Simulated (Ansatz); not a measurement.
# C: the cost of one run

Computed with Ansatz 0.2.0 (DFT PBEsol, scalar-relativistic, plane waves, PAW, unless a step's input says otherwise).

1 further run of the same task is left out (set aside as unsound or not needed).

## (1) Starting point

It takes space group P-3m1 (No. 164, trigonal). The conventional cell has a = 2.456 Å, b = 2.456 Å, c = 24.134 Å, α = 90.00°, β = 90.00°, γ = 120.00°. C (site symmetry 3m) has 3 C at 1.42 Å as nearest neighbours.

Structure file:

```
C
1.0
     2.45623    0.00000    0.00000
    -1.22811    2.12716    0.00000
     0.00000    0.00000   24.13396
C
4
Direct
  0.00000 0.00000 0.57047
  0.00000 0.00000 0.42953
  0.33333 0.66667 0.42952
  0.66667 0.33333 0.57048
```

The structure comes from the Materials Project (structure only).

(A quick probe on a coarse mesh, which set the mesh and smearing, is not shown.)

## (3) Relaxing cell and atoms

File input.yaml:

```yaml
crystal:
  lattice:
    - [2.456227506, 0.0, 0.0]
    - [-1.228113753, 2.1271554177, 0.0]
    - [0.0, 0.0, 24.1339601687]
  atoms:
    - { symbol: C, position: [0.0, 0.0, 0.57046877] }
    - { symbol: C, position: [0.0, 0.0, 0.42953123] }
    - { symbol: C, position: [0.33333333, 0.66666667, 0.42952456] }
    - { symbol: C, position: [0.66666667, 0.33333333, 0.57047544] }
basis:
  ecutwfc: 420
kpoints:
  mp_grid: { grid: [18, 18, 2] }
hamiltonian:
  xc: pbesol
scf:
  occupations: { method: gaussian, width: 0.1 }
output:
  forces: true
  stress: true
  eigenvalues: true
relax:
  adjacent_minimum: "off"
  f_tol: 0.005
  max_steps: 80
  cell: { stress_tol: 0.05 }
```

Launch:

```sh
> ansatz run input.yaml --threads 1 --pin off --max-ram 2560MiB --backend cpu --events-out ev --progress --plain --runs-dir out
```

Q: Estimate wall time and peak memory on 1 thread of Intel Xeon Platinum 8559C (Emerald Rapids), shared host.

About 23 s, with a peak of 0.49 GiB.
